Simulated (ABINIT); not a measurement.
Crystal: AgBr.

```
Ag Br
1.0
     0.00000    2.87015    2.87015
     2.87015    0.00000    2.87015
     2.87015    2.87015    0.00000
Ag Br
1 1
Direct
  0.00000 0.00000 0.00000
  0.50000 0.50000 0.50000
```

Base run:

| Quantity | Value |
| --- | --- |
| Program | ABINIT 10.8.3 (patched build) |
| Functional | RPBE |
| Potentials or basis | JTH PAW PBE v2.0 |
| Cutoff | 463 eV |
| k mesh | 8 × 8 × 8 |
| Occupations | fermi-dirac, width 0.05 eV |
| Spin | no spin polarisation |

Its results: band gap on the k mesh 0.83 eV, indirect (least direct gap 2.77 eV); pressure 5.2 GPa.

Problem. The run is repeated on the same cell with these changes: functional from RPBE to BLYP. What comes out?

Solution. Band gap on the k mesh 0.72 eV, indirect (least direct gap 2.61 eV); pressure 6.1 GPa.

Caveats: the PAW data sets were made with another functional, which shifts forces and pressure a little.
